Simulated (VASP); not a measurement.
# TiAl (P-6m2) in VASP: further runs

One crystal, TiAl, is run at these levels: PBEsol, r2SCAN, LDA; tasks: relaxation of cell and atoms.

All numbers are computed with VASP 6.6.1; they aren't measurements. Logs are shortened: lines on timing, memory, paths and dates and some standing lists are left out, and cuts for length are marked.

**1. The structure**

It takes space group P-6m2 (No. 187, hexagonal). Conventional cell: a = 2.867 Å, b = 2.867 Å, c = 4.678 Å, α = 90.00°, β = 90.00°, γ = 120.00°. Ti (site symmetry -6m2) is surrounded by 6 Al at 2.87 Å and 6 Ti at 2.87 Å. Al (site symmetry -6m2) has 6 Ti at 2.87 Å and 6 Al at 2.87 Å as nearest neighbours.

The cell comes from a database or a generator and needn't be the stable form of this composition.

**2. Relaxation of cell and atoms, PBEsol**

The input, INCAR:

```
  PREC = Accurate
  ENCUT = 600
  EDIFF = 1E-6
  ISMEAR = -1
  SIGMA = 0.05
  LREAL = False
  LASPH = True
  NELM = 60
  ALGO = Normal
  ISIF = 3
  LWAVE = False
  LCHARG = False
  GGA = PS
  IBRION = 2
  NSW = 40
  EDIFFG = -0.005
```

The input, KPOINTS:

```
Automatic mesh
0
Gamma
  10 10 6
```

The input, POSCAR:

```
TiAl
1.0
    2.8672622327      0.0000000000      0.0000000000
   -1.4336311163      2.4831219328      0.0000000000
    0.0000000000      0.0000000000      4.6780830000
Ti Al
1 1
Direct
    0.0000000000      0.0000000000      0.0000000000
    0.3333333333      0.6666666667      0.5000000000
```

Potentials or basis: VASP PAW PBE potentials, release 64 (Ti_sv, Al).

On the command line:

```console
cat potpaw_PBE.64/Ti_sv/POTCAR potpaw_PBE.64/Al/POTCAR > POTCAR
mpirun -np 1 vasp_std > vasp.out
```

OUTCAR:

```text
PREC = Accurate
   ENCUT = 600
   EDIFF = 1E-6
   ISMEAR = -1
   LREAL = False
   LASPH = True
   NELM = 60
   ISIF = 3
   GGA = PS
   IBRION = 2
   NSW = 40
   EDIFFG = -0.005

 ion  position               nearest neighbor table
   1  0.000  0.000  0.000-   2 2.87   2 2.87   2 2.87   2 2.87   2 2.87   2 2.87
   2  0.333  0.667  0.500-   1 2.87   1 2.87   1 2.87   1 2.87   1 2.87   1 2.87

  LATTYP: Found a hexagonal cell.
 ALAT       =     2.8672622327
 C/A-ratio  =     1.6315504549

  Lattice vectors:

 A1 = (   2.8672622327,   0.0000000000,   0.0000000000)
 A2 = (  -1.4336311163,   2.4831219328,   0.0000000000)
 A3 = (   0.0000000000,   0.0000000000,   4.6780830000)

Analysis of symmetry for initial positions (statically):
=====================================================================
 Subroutine PRICEL returns:
 Original cell was already a primitive cell.

 Routine SETGRP: Setting up the symmetry group for a
 hexagonal supercell.

 Subroutine GETGRP returns: Found 12 space group operations
 (whereof 12 operations were pure point group operations)
 out of a pool of 24 trial point group operations.

The static configuration has the point symmetry D_3h.

Analysis of symmetry for dynamics (positions and initial velocities):
=====================================================================
 Subroutine PRICEL returns:
 Original cell was already a primitive cell.

 Routine SETGRP: Setting up the symmetry group for a
 hexagonal supercell.

 Subroutine GETGRP returns: Found 12 space group operations
 (whereof 12 operations were pure point group operations)
 out of a pool of 24 trial point group operations.

The dynamic configuration has the point symmetry D_3h.

 Subroutine INISYM returns: Found 12 space group operations
 (whereof 12 operations are pure point group operations),
 and found     1 'primitive' translations

----------------------------------------------------------------------------------------

                                     Primitive cell

  volume of cell :      33.3068

  direct lattice vectors                    reciprocal lattice vectors
     2.867262233  0.000000000  0.000000000     0.348764751  0.201359423  0.000000000
    -1.433631116  2.483121933  0.000000000     0.000000000  0.402718846  0.000000000
     0.000000000  0.000000000  4.678083000     0.000000000  0.000000000  0.213762774

  length of vectors
     2.867262233  2.867262233  4.678083000     0.402718846  0.402718846  0.213762774

  position of ions in fractional coordinates (direct lattice)
     0.000000000  0.000000000  0.000000000
     0.333333333  0.666666667  0.500000000

  ion indices of the primitive-cell ions
   primitive index   ion index
                 1           1
                 2           2

----------------------------------------------------------------------------------------

 KPOINTS: Automatic mesh

Automatic generation of k-mesh.
 Grid dimensions read from file:
 generate k-points for:   10   10    6

 Generating k-lattice:

  Cartesian coordinates                     Fractional coordinates (reciprocal lattice)
     0.034876475  0.020135942  0.000000000     0.100000000  0.000000000  0.000000000
     0.000000000  0.040271885  0.000000000     0.000000000  0.100000000  0.000000000
     0.000000000  0.000000000  0.035627129     0.000000000  0.000000000  0.166666667

  Length of vectors
     0.040271885  0.040271885  0.035627129

  Shift w.r.t. Gamma in fractional coordinates (k-lattice)
     0.000000000  0.000000000  0.000000000

 Subroutine IBZKPT returns following result:
 ===========================================

 Found     56 irreducible k-points:

 Following reciprocal coordinates:
            Coordinates               Weight
  0.000000  0.000000  0.000000      1.000000
  0.100000  0.000000  0.000000      6.000000
  0.200000  0.000000  0.000000      6.000000
  0.300000  0.000000  0.000000      6.000000
  0.400000  0.000000  0.000000      6.000000
  0.500000 -0.000000  0.000000      3.000000
[... 16 lines left out ...]
  0.300000  0.100000  0.166667     24.000000
  0.400000  0.100000  0.166667     24.000000
 [... further k-points ...]
   k-points           NKPTS =     56   k-points in BZ     NKDIM =     56   number of bands    NBANDS=     11
   number of dos      NEDOS =    301   number of ions     NIONS =      2
   total plane-waves  NPLWV =  23040
   dimension x,y,z NGX =    24 NGY =   24 NGZ =   40
   dimension x,y,z NGXF=    48 NGYF=   48 NGZF=   80
   ions per type =               1   1
   NGX,Y,Z   is equivalent  to a cutoff of  13.92, 13.92, 14.21 a.u.
   NGXF,Y,Z  is equivalent  to a cutoff of  27.83, 27.83, 28.43 a.u.
 SYSTEM =  unknown system
   PREC   = accura    normal or accurate (medium, high low for compatibility)
   ISTART =      0    job   : 0-new  1-cont  2-samecut
   ICHARG =      2    charge: 1-file 2-atom 10-const
   ISPIN  =      1    spin polarized calculation?
   LNONCOLLINEAR =      F non collinear calculations
   LSORBIT =      F    spin-orbit coupling
   LASPH  =      T    aspherical Exc in radial PAW
   ENCUT  =  600.0 eV  44.10 Ry    6.64 a.u.   5.73  5.73  9.34*2*pi/ulx,y,z
   NELM   =     60;   NELMIN=  2; NELMDL= -5     # of ELM steps
   EDIFF  = 0.1E-05   stopping-criterion for ELM
   LREAL  =      F    real-space projection
   EDIFFG = -.5E-02   stopping-criterion for IOM
   NSW    =     40    number of steps for IOM
   IBRION =      2    ionic relax: 0-MD 1-quasi-New 2-CG
   NFREE  =      1    steps in history (QN), initial steepest desc. (CG)
   ISIF   =      3    stress and relaxation
   ISYM   =      2    0-nonsym 1-usesym 2-fastsym
   POTIM  = 0.5000    time-step for ionic-motion
   TEBEG  =    0.0;   TEEND  =   0.0 temperature during run
   PSTRESS=    0.0 pullay stress
   NELECT =      15.0000    total number of electrons
   NUPDOWN=      -1.0000    fix difference up-down
   EMIN   =  10.00;   EMAX   =-10.00  energy-range for DOS
   EFERMI =   0.00;   METHOD = LEGACY
   ISMEAR =    -1;   SIGMA  =   0.05  broadening in eV -4-tet -1-fermi 0-gaus
   EFERMI_NEDOS =   21; number of points for ismear=-14 and -15
   IALGO  =     38    algorithm
   IMIX   =      4    mixing-type and parameters
     AMIX     =   0.40;   BMIX     =  1.00
     AMIX_MAG =   1.60;   BMIX_MAG =  1.00
  volume/ion in A,a.u.               =      16.65       112.38
  Fermi-wavevector in a.u.,A,eV,Ry     =   1.254857  2.371335 21.424622  1.574665
  Thomas-Fermi vector in A             =   2.388641
   LORBIT       =      0    0 simple, 1 ext, 2 COOP (PROOUT), +10 PAW based schemes
   GGA     = PS    functional components
   LHFCALC =     F    Hartree Fock is set to
   AEXX    =    0.0000 exact exchange contribution
   IVDW    =     0    specifies the selected vdW correction
   LEPSILON=     F    determine dielectric tensor
   LRPA    =     F    only Hartree local field effects (RPA)
 conjugate gradient relaxation of ions
 non-spin polarized calculation
  energy-cutoff  :      600.00
  volume of cell :       33.31
 maximum number of plane-waves:      1132
 NGX is ok and might be reduce to    24
   NGX = 11   NGY = 11   NGZ = 19

--------------------------------------- Ionic step        1  -------------------------------------------

 number of electron      14.9999999 magnetization

 Free energy of the ion-electron system (eV)
  ---------------------------------------------------
  ext. energy  EPLUGINS =         0.00000000
  ---------------------------------------------------
  free energy    TOTEN  =       -12.93957743 eV

  energy without entropy =      -12.91944963  energy(sigma->0) =      -12.92951353

------------------------ aborting loop because EDIFF is reached ----------------------------------------

  FORCE on cell =-STRESS in cart. coord.  units (eV):
  Direction    XX          YY          ZZ          XY          YZ          ZX
  --------------------------------------------------------------------------------------
  -------------------------------------------------------------------------------------
  Total       -0.4775527     -0.4775527     -0.7750263     -0.0000000      0.0000000     -0.0000000
  in kB      -22.9719816    -22.9719816    -37.2815228     -0.0000000      0.0000000     -0.0000000
  external PRESSURE =     -27.7418286 kB  Pullay stress =       0.0000000 kB

 VOLUME and BASIS-vectors are now :
 -----------------------------------------------------------------------------
  energy-cutoff  :      600.00
  volume of cell :       33.31
      direct lattice vectors                 reciprocal lattice vectors
     2.867262233  0.000000000  0.000000000     0.348764751  0.201359423  0.000000000
    -1.433631116  2.483121933  0.000000000     0.000000000  0.402718846  0.000000000
     0.000000000  0.000000000  4.678083000     0.000000000  0.000000000  0.213762774
[... 145 lines left out ...]
 POSITION                                       TOTAL-FORCE (eV/Angst)
 -----------------------------------------------------------------------------------
     -1.42445      2.46722      0.00000        -0.000000     -0.000000      0.000000
     -0.00000      1.64482      2.31069         0.000000      0.000000     -0.000000
 -----------------------------------------------------------------------------------
    total drift:                                0.000000     -0.000000      0.000000

  FREE ENERGIE OF THE ION-ELECTRON SYSTEM (eV)
  ---------------------------------------------------
  free  energy   TOTEN  =       -12.9476495653 eV

  energy  without entropy=      -12.9276301105  energy(sigma->0) =      -12.93763984

--------------------------------------- Ionic step        6  -------------------------------------------

 number of electron      15.0000004 magnetization

 Free energy of the ion-electron system (eV)
  ---------------------------------------------------
  ext. energy  EPLUGINS =         0.00000000
  ---------------------------------------------------
  free energy    TOTEN  =       -12.94764774 eV

  energy without entropy =      -12.92766203  energy(sigma->0) =      -12.93765489

 E-fermi :   7.9999     XC(G=0): -11.1394

 val. band max:        7.9890867644   @ k =   0.3000   0.3000   0.3333
 cond. band min:       8.0210492529   @ k =   0.5000  -0.0000   0.3333
 fundamental gap:      0.0319624885
 Fermi energy:         7.9999153925

 k-point     1 :       0.0000    0.0000    0.0000
  band No.  band energies     occupation
      1     -48.2356      2.00000
      2     -24.6616      2.00000
      3     -24.2187      2.00000
      4     -24.2187      2.00000
      5      -0.9995      2.00000
      6       5.7101      2.00000
      7       6.2436      2.00000
      8       9.3094      0.00000
      9       9.3094      0.00000
     10      10.8286      0.00000
     11      10.8286      0.00000

 k-point     2 :       0.1000    0.0000    0.0000
  band No.  band energies     occupation
      1     -48.2258      2.00000
      2     -24.6519      2.00000
      3     -24.2795      2.00000
      4     -24.2324      2.00000
      5      -0.7479      2.00000
      6       5.9799      2.00000
      7       6.2636      2.00000
      8       9.0716      0.00000
      9       9.5159      0.00000
     10      10.7582      0.00000
     11      10.8931      0.00000
[... 295 lines left out ...]
 k-point    24 :       0.4000    0.1000    0.1667
  band No.  band energies     occupation
      1     -48.1317      2.00000
      2     -24.8032      2.00000
      3     -24.5601      2.00000
      4     -24.3944      2.00000
      5       3.8982      2.00000
      6       5.6541      2.00000
      7       6.9229      2.00000
      8       7.3060      2.00000
      9       9.5363      0.00000
     10      10.9758      0.00000
     11      11.3611      0.00000

 [... further k-points ...]

------------------------ aborting loop because EDIFF is reached ----------------------------------------

  FORCE on cell =-STRESS in cart. coord.  units (eV):
  Direction    XX          YY          ZZ          XY          YZ          ZX
  --------------------------------------------------------------------------------------
  -------------------------------------------------------------------------------------
  Total       -0.0074262     -0.0074262      0.0026301     -0.0000000      0.0000000      0.0000000
  in kB       -0.3661639     -0.3661639      0.1296840     -0.0000000      0.0000000      0.0000000
  external PRESSURE =      -0.2008813 kB  Pullay stress =       0.0000000 kB

 VOLUME and BASIS-vectors are now :
 -----------------------------------------------------------------------------
  energy-cutoff  :      600.00
  volume of cell :       32.49
      direct lattice vectors                 reciprocal lattice vectors
     2.850390557 -0.000000000 -0.000000000     0.350829116  0.202551285  0.000000000
    -1.425195278  2.468510633  0.000000000     0.000000000  0.405102569 -0.000000000
    -0.000000000  0.000000000  4.618086004     0.000000000  0.000000000  0.216539926

 POSITION                                       TOTAL-FORCE (eV/Angst)
 -----------------------------------------------------------------------------------
      0.00000     -0.00000      0.00000        -0.000000      0.000000     -0.000000
     -0.00000      1.64567      2.30904         0.000000     -0.000000      0.000000
 -----------------------------------------------------------------------------------
    total drift:                                0.000000     -0.000000      0.000000

  FREE ENERGIE OF THE ION-ELECTRON SYSTEM (eV)
  ---------------------------------------------------
  free  energy   TOTEN  =       -12.9476477426 eV

  energy  without entropy=      -12.9276620317  energy(sigma->0) =      -12.93765489

 reached required accuracy - stopping structural energy minimisation
```

Run time: 89 s. Hardware: 1 thread of Intel Xeon Platinum 8259CL at 2.50GHz (Skylake/Cascade Lake), shared host; peak memory 0.18 GiB.

Results:

| Item | Value |
| --- | --- |
| Free energy | -12.9476 eV |
| Relaxed volume | 16.25 Å³/atom |
| Relaxed cell | a = 2.850 Å, b = 2.850 Å, c = 4.618 Å, α = 90.00°, β = 90.00°, γ = 120.00° |
| Space group after relaxing (to 0.05 Å) | P-6m2 (No. 187) |
| Energy gained by relaxing | 4.0 meV/atom |
| Ionic steps | 6 |
| Pressure after relaxing | 0.0 GPa |
| Band gap on the k mesh | none (metal or under the smearing width) |

The path:
```csv
step,energy change (eV),largest force (eV/Å),pressure (GPa),volume (Å³)
1,0.0000,0.0000,-2.77,33.31
2,-0.0048,0.0000,1.93,31.94
3,-0.0080,0.0000,0.04,32.45
4,-0.0080,0.0000,0.03,32.47
5,-0.0081,0.0000,0.01,32.48
6,-0.0081,0.0000,-0.02,32.49
```

Final structure:
```cif
data_structure
_symmetry_space_group_name_H-M 'P 1'
_symmetry_Int_Tables_number 1
_cell_length_a 2.8504
_cell_length_b 2.8504
_cell_length_c 4.6181
_cell_angle_alpha 90.000
_cell_angle_beta 90.000
_cell_angle_gamma 120.000
_cell_volume 32.49
loop_
_atom_site_label
_atom_site_type_symbol
_atom_site_fract_x
_atom_site_fract_y
_atom_site_fract_z
_atom_site_occupancy
Ti1 Ti 0.00000 0.00000 0.00000 1
Al1 Al 0.33333 0.66667 0.50000 1
```

Caveat: the PAW data sets were made with another functional, which shifts forces and pressure a little.

[end of part 1 of 2]
